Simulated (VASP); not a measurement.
Fe: equation of state with PBE

Fe:

```xyz
1
Lattice="-1.4430 1.4430 1.4430 1.4430 -1.4430 1.4430 1.4430 1.4430 -1.4430" Properties=species:S:1:pos:R:3 pbc="T T T"
Fe    0.0000    0.0000    0.0000
```

```yaml
Program: VASP 6.6.1
Task: equation of state
Functional: PBE
Potentials_or_basis: VASP PAW PBE potentials, release 64 (Fe)
Cutoff: 520 eV
k_mesh: 13 × 13 × 13
Occupations: fermi-dirac, width 0.05 eV
Spin: collinear spin, ferromagnetic start
Starting_moments: "[3.0] μB"
Further_INCAR_settings: ALGO = Normal; EDIFF = 1e-07; NBANDS = 14
```

```
Equilibrium volume : 11.30 Å³/atom (rough: see the caveat)
Bulk modulus       : 203 GPa (rough)
```

Energy against volume, from the lowest point:
| volume (Å³/atom) | energy (meV/atom) |
| --- | --- |
| 11.298 | 0.00 |
| 11.538 | 2.97 |
| 11.778 | 11.11 |
| 12.019 | 23.15 |
| 12.259 | 38.24 |
| 12.499 | 55.77 |
| 12.740 | 74.45 |

All runs of the series together: 6.1 min on 1 thread of AMD EPYC 7R43 64-Core Processor (Zen 3) (shared host).

Caveat: the fit is doubtful: noisy points or a state that changes with volume; the minimum lies outside the volumes run.
